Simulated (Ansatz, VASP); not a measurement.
Two plane-wave programs on SiC (Moissanite)

File INCAR:

```
PREC = Accurate
ENCUT = 520
EDIFF = 1E-7
ISMEAR = 0
SIGMA = 0.015
LREAL = False
LASPH = True
NELM = 100
ALGO = Fast
ISIF = 2
LWAVE = False
LCHARG = False
GGA = PE
```

Contents of KPOINTS:

```
regular mesh
0
Gamma
  10 10 5
```

File POSCAR:

```
SiC
1.0
    3.0760000000      0.0000000000      0.0000000000
   -1.5380000000      2.6638941420      0.0000000000
    0.0000000000      0.0000000000      5.0480000000
Si C
2 2
Direct
    0.6666666667      0.3333333333      0.5000000000
    0.3333333333      0.6666666667      0.0000000000
    0.6666666667      0.3333333333      0.8850000000
    0.3333333333      0.6666666667      0.3850000000
```

Contents of input.yaml:

```yaml
crystal:
  lattice:
    - [3.076, 0.0, 0.0]
    - [-1.538, 2.663894142, 0.0]
    - [0.0, 0.0, 5.048]
  atoms:
    - { symbol: Si, position: [0.6666666667, 0.3333333333, 0.5] }
    - { symbol: Si, position: [0.3333333333, 0.6666666667, 0.0] }
    - { symbol: C, position: [0.6666666667, 0.3333333333, 0.885] }
    - { symbol: C, position: [0.3333333333, 0.6666666667, 0.385] }
hamiltonian:
  xc: pbe
  pseudopotentials: { kind: paw }
kpoints:
  mp_grid: { grid: [10, 10, 5] }
scf:
  occupations: { method: gaussian, width: 0.015 }
output:
  forces: true
  stress: true
  eigenvalues: true
```

Alike in both runs: task single point; functional PBE; k mesh 10 × 10 × 5; occupations gaussian, width 0.015 eV; no spin polarisation.

|  | VASP | Ansatz |
| --- | --- | --- |
| version | VASP 6.6.1 | Ansatz 0.2.0 |
| potentials or method | VASP PAW PBE potentials, release 64 (Si, C) | Ansatz PAW |
| plane-wave cutoff (eV) | 520 | 420 |
| valence electrons in the cell | 16 | 16 |

Ansatz gave:

| Quantity | Value |
| --- | --- |
| gap on the k mesh at the Fermi level (eV) | 2.48 |
| least direct gap on the mesh (eV) | 4.08 |
| pressure (GPa) | 3.7 |
| largest component of the traceless stress (GPa) | 3.24 |
| rms of the force components (eV/Å) | 0.435 |

Task: What did VASP give for the same quantities?

Result: gap on the k mesh at the Fermi level (eV): 2.48; least direct gap on the mesh (eV): 4.08; pressure (GPa): 3.6; largest component of the traceless stress (GPa): 3.23; rms of the force components (eV/Å): 0.435.

Atom by atom the forces differ by 0.000 eV/Å (rms over components).

Caveats: an odd mesh through Γ misses points on the zone boundary, where band edges often lie (VASP); odd divisions of the mesh miss points on the zone boundary, where band edges often lie, so the gap on the mesh can be too wide (Ansatz).
